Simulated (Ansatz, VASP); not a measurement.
## Zn in VASP and in Ansatz

```
CELL_PARAMETERS angstrom
-1.60042 1.56904 1.56904
1.60042 -1.56904 1.56904
1.60042 1.56904 -1.56904
ATOMIC_POSITIONS crystal
Zn 0.00000 0.00000 0.00000
```

Change from the starting cell: strain +0.0200 x Voigt [1, 0, 0, 0, 0, 0], atoms carried along.

Alike in both runs: task single point; functional PBE; k mesh 22 × 22 × 22; occupations gaussian, width 0.15 eV; no spin polarisation.

|  | VASP | Ansatz |
| --- | --- | --- |
| version | VASP 6.6.1 | Ansatz 0.2.0 |
| potentials or method | VASP PAW PBE potentials, release 64 (Zn) | scalar-relativistic, plane waves, PAW |
| plane-wave cutoff (eV) | 520 | 420 |
| valence electrons in the cell | 12 | 12 |

Ansatz gave:

```
gap on the k mesh at the Fermi level (eV)       : none
pressure (GPa)                                  : -1.4
largest component of the traceless stress (GPa) : 0.49
```

Q: What did VASP give for the same quantities?

A: gap on the k mesh at the Fermi level (eV): none; pressure (GPa): -1.1; largest component of the traceless stress (GPa): 0.49.

A gap of «none» marks a metal or a gap that the smearing closes.
